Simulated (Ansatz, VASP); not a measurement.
## Ag: VASP beside Ansatz

```
Ag
1.0
    -1.65565    1.65565    1.65565
     1.65565   -1.65565    1.65565
     1.65565    1.65565   -1.65565
Ag
1
Cartesian
  0.0000 0.0000 0.0000
```

This isn't the form of Ag at room conditions, which is fcc.

Alike in both runs: task single point; functional LDA; k mesh 22 × 22 × 22; occupations gaussian, width 0.15 eV; no spin polarisation.

|  | VASP | Ansatz |
| --- | --- | --- |
| version | VASP 6.6.1 | Ansatz 0.2.0 |
| potentials or method | VASP PAW LDA potentials, release 64 (Ag) | scalar-relativistic, plane waves, PAW |
| plane-wave cutoff (eV) | 520 | 420 |
| valence electrons in the cell | 11 | 19 |

```csv
,VASP,Ansatz,Ansatz less VASP
gap on the k mesh at the Fermi level (eV),none,none,-
pressure (GPa),-11.3,-11.4,-0.15
```

A gap of «none» marks a metal or a gap that the smearing closes. The two sets of potentials don't hold the same shells in valence.
